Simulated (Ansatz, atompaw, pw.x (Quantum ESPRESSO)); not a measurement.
# What a changed setting does to a pw.x run (fcc Zr)

Potential: PAW, atompaw 4.2.0.5, PBE; core [Ar] 3d10, reference 4s2 4p6 4d2 5s2 5p0; waves: 4s (bound): rc 2.25 bohr; 5s (bound): rc 1.60 bohr; 4p (bound): rc 1.80 bohr; 5p (bound, empty): rc 2.50 bohr; 4d (bound): rc 2.20 bohr; 4d channel at 0.25 Ry: rc 2.20 bohr; local part: bessel scheme, radius 1.80 bohr; core correction: smooth core density matched at 1.95 bohr; augmentation: besselshape compensation charge, radius 2.10 bohr; PAW radius 2.50 bohr; waves and projectors: custom polynom gramschmidtortho.

The reference run (k-mesh 13³, cutoffs 50/500 Ry, Fermi–Dirac 0.01 Ry, mixing_beta 0.4, conv_thr 1e-9, no spin) gives 0.60 GPa at 23.229 Å³/atom, where all-electron LAPW gives 0.31 GPa. This run, with its own iteration cap, changes tot_charge to -2, a wrong or extreme entry chosen on purpose.

```
&control
  calculation='scf', prefix='x', pseudo_dir='./', outdir='./tmp', tstress=.true., disk_io='none'
/
&system
  ibrav=0, nat=1, ntyp=1, ecutwfc=50, ecutrho=500, nbnd=14,
  occupations='smearing', smearing='fd', degauss=0.01, tot_charge=-2
/
&electrons
  conv_thr=1e-09, mixing_beta=0.4, electron_maxstep=70
/
ATOMIC_SPECIES
Zr 1.0 Zr.UPF
CELL_PARAMETERS angstrom
  0.00000000 2.26464521 2.26464521
  2.26464521 0.00000000 2.26464521
  2.26464521 2.26464521 0.00000000
ATOMIC_POSITIONS crystal
Zr 0.0000 0.0000 0.0000
K_POINTS automatic
13 13 13 0 0 0
```

```bash
pw.x < Zr.scf.in > Zr.scf.out
```

Task: How does the run end?

Result: It converges in 10 iterations; the free energy moves by +28.37 eV/atom and the pressure by +229.26 GPa. The cell is charged against a uniform background, so energy and pressure depend on the zero of the potential and are not those of the crystal.

```
Message from routine setup:
     using ibrav=0 with symmetry is DISCOURAGED, use correct ibrav instead
     lattice parameter (alat)  =       6.0522  a.u.
     unit-cell volume          =     156.7571 (a.u.)^3
     number of electrons       =        14.00
     number of Kohn-Sham states=           14
     kinetic-energy cutoff     =      50.0000  Ry
     charge density cutoff     =     500.0000  Ry
     scf convergence threshold =      1.0E-09
     Exchange-correlation= SLA PW PBX PBC
     number of k points=    84  Fermi-Dirac smearing, width (Ry)=  0.0100
     iteration #  1     ecut=    50.00 Ry     beta= 0.40
     total energy              =    -304.97822690 Ry
     estimated scf accuracy    <       1.66575030 Ry
     iteration #  2     ecut=    50.00 Ry     beta= 0.40
     total energy              =    -305.08093596 Ry
     estimated scf accuracy    <       0.11243796 Ry
     iteration #  3     ecut=    50.00 Ry     beta= 0.40
     total energy              =    -305.12611865 Ry
     estimated scf accuracy    <       0.00552736 Ry
     iteration #  4     ecut=    50.00 Ry     beta= 0.40
     total energy              =    -305.12761734 Ry
     estimated scf accuracy    <       0.00087912 Ry
     iteration #  5     ecut=    50.00 Ry     beta= 0.40
     total energy              =    -305.12806262 Ry
     estimated scf accuracy    <       0.00003582 Ry
     iteration #  6     ecut=    50.00 Ry     beta= 0.40
     total energy              =    -305.12807559 Ry
     estimated scf accuracy    <       0.00000544 Ry
     iteration #  7     ecut=    50.00 Ry     beta= 0.40
     total energy              =    -305.12807650 Ry
     estimated scf accuracy    <       0.00000043 Ry
     iteration #  8     ecut=    50.00 Ry     beta= 0.40
     total energy              =    -305.12807656 Ry
     estimated scf accuracy    <       0.00000001 Ry
     iteration #  9     ecut=    50.00 Ry     beta= 0.40
     total energy              =    -305.12807657 Ry
     estimated scf accuracy    <          5.4E-09 Ry
     iteration # 10     ecut=    50.00 Ry     beta= 0.40
     the Fermi energy is    14.6977 ev
!    total energy              =    -305.12807657 Ry
     estimated scf accuracy    <          5.2E-11 Ry
     smearing contrib. (-TS)   =      -0.00529888 Ry
     convergence has been achieved in  10 iterations
          total   stress  (Ry/bohr**3)                   (kbar)     P=     2298.58
     Message from routine punch:
     Nothing written, as per user request (disk_io='none')
```

The run took about 31 s on one core of a shared host (Intel(R) Xeon(R) Platinum 8259CL CPU @ 2.50GHz, 96 threads, 755 GiB, load 49).
